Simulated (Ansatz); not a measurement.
PtS2:

```
Pt S
1.0
     3.54320    0.00000    0.00000
    -1.77160    3.06850    0.00000
     0.00000    0.00000    5.03880
Pt S
1 2
Direct
  0.00000 0.00000 0.00000
  0.66667 0.33333 0.77300
  0.33333 0.66667 0.22700
```

Base run:

* Program: Ansatz 0.2.0
* Functional: PBE
* Potentials or basis: Ansatz PAW
* Cutoff: 420 eV (not typed: the program's choice for these potentials)
* k mesh: 9 × 9 × 5
* Occupations: fixed
* Spin: no spin polarisation

Its results: band gap on the k mesh 1.02 eV, indirect (least direct gap 1.07 eV); electronic dielectric tensor (diagonal) 18.32, 18.32, 9.39.

Q: The run is repeated on the same cell with these changes: functional from PBE to PBEsol. What comes out?

A: Band gap on the k mesh 0.95 eV, indirect (least direct gap 0.99 eV); electronic dielectric tensor (diagonal) 19.12, 19.12, 10.08.

Caveats: odd divisions of the mesh miss points on the zone boundary, where band edges often lie, so the gap on the mesh can be too wide; spin-orbit coupling is left out, which moves the levels of the heavy elements.

A k mesh can miss the band edges.
